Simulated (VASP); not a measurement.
Input of a VASP 6.6.1 run:

Contents of INCAR:

```
SYSTEM = In
ALGO     = Normal         ! electronic algorithm
EDIFF    = 1E-7           ! SCF threshold, eV
EDIFFG   = -0.002         ! ionic threshold
ENCUT    = 520            ! plane-wave cutoff, eV
GGA      = PE             ! functional
IBRION   = 2              ! ionic algorithm
ISIF     = 3              ! what is computed and relaxed
ISMEAR   = 0              ! smearing method
LASPH    = .True.         ! aspherical terms in the spheres
LCHARG   = .False.        ! write CHGCAR
LREAL    = .False.        ! projectors in reciprocal space
LWAVE    = .False.        ! write WAVECAR
NELM     = 80             ! most SCF steps
NSW      = 80             ! ionic steps
PREC     = Accurate       ! precision mode
SIGMA    = 0.1            ! smearing width, eV
```

File KPOINTS:

```
k-points
0
Gamma
  6 6 6
  0 0 0
```

File POSCAR:

```
In
1.0
   -1.6254700000      1.6254700000      2.4737000000
    1.6254700000     -1.6254700000      2.4737000000
    1.6254700000      1.6254700000     -2.4737000000
In
1
Direct
    0.0000000000      0.0000000000      0.0000000000
```

Potentials or basis: VASP PAW PBE potentials, release 64 (In_d).

Command:

```bash
$ cat potpaw_PBE.64/In_d/POTCAR > POTCAR
$ mpirun -np 1 vasp_std > vasp.out
```

Q: What does it give for the band gap on the k mesh?

A: None (metal or under the smearing width).

Q: Estimate the relaxed volume.

A: 27.22 Å³/atom.

Q: What does it give for the space group after relaxing (to 0.05 Å)?

A: I4/mmm (No. 139).

Q: Estimate the relaxed cell.

A: a = 3.441 Å, b = 3.441 Å, c = 3.441 Å, α = 123.34°, β = 123.34°, γ = 84.30°.

Step by step:
```
step  energy change (eV)  largest force (eV/Å)  pressure (GPa)  volume (Å³)
   1              0.0000                0.0000            1.52        26.14
   2             -0.0056                0.0000            0.16        27.09
   3             -0.0059                0.0000           -0.15        27.32
   4             -0.0075                0.0000           -0.39        27.50
   5             -0.0075                0.0000           -0.42        27.52
   6             -0.0079                0.0000           -0.01        27.22
   7             -0.0079                0.0000           -0.01        27.22
   8             -0.0079                0.0000           -0.01        27.22
```

Caveat: the k mesh is coarse (spacing up to 0.46 Å⁻¹), so the values aren't converged. PBE usually gives volumes a little too large and moduli too small.
